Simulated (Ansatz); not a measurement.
# C (simple hexagonal type): the cost of one run

Method: DFT PBE, with the methods named in each step, in Ansatz 0.2.0.

## 1. The system as given

Symmetry: P6/mmm, No. 191, hexagonal system. Conventional cell: a = 2.041 Å, b = 2.041 Å, c = 1.568 Å, α = 90.00°, β = 90.00°, γ = 120.00°. C (site symmetry 6/mmm) has 2 C at 1.57 Å as nearest neighbours.

Coordinates:

```xyz
1
Lattice="2.0411 0.0000 0.0000 -1.0205 1.7676 0.0000 0.0000 0.0000 1.5679" Properties=species:S:1:pos:R:3 pbc="T T T"
C     0.0000    0.0000    0.0000
```

Whether this phase is the stable one at these pressures isn't tested.

## 2. The reference volume, LAPW

Input file input.yaml:

```yaml
crystal:
  lattice:
    - [2.0410751715, 0.0, 0.0]
    - [-1.0205375858, 1.7676229496, 0.0]
    - [0.0, 0.0, 1.5678823434]
  atoms:
    - { symbol: C, position: [0.0, 0.0, 0.0] }
kpoints:
  mp_grid: { grid: [24, 24, 22] }
  band_path:
    path:
      - [0.0, 0.0, 0.0]
      - [0.5, 0.0, 0.0]
      - [0.3333333333, 0.3333333333, 0.0]
      - [0.0, 0.0, 0.0]
      - [0.0, 0.0, 0.5]
      - [0.5, 0.0, 0.5]
      - [0.3333333333, 0.3333333333, 0.5]
      - [0.0, 0.0, 0.5]
      - [0.5, 0.0, 0.5]
    npoints: 14
scf:
  occupations: { method: fermi_dirac, width: 0.1 }
hamiltonian:
  xc: pbe
  pseudopotentials: { kind: all_electron, lapw: { basis_error: 0.001 } }
output:
  forces: true
  stress: true
  eigenvalues: true
  populations: true
  dos: { projected: true, de: 0.2, e_range: [-14, 8] }
```

Started as:

```bash
$ ansatz run input.yaml --threads 1 --pin off --max-ram 2048MiB --backend cpu --events-out ev --progress --plain --runs-dir out
```

What time and memory should one allow on 1 thread of Intel Xeon Platinum 8488C (Sapphire Rapids), shared host?

About 16 s, with a peak of 0.42 GiB.
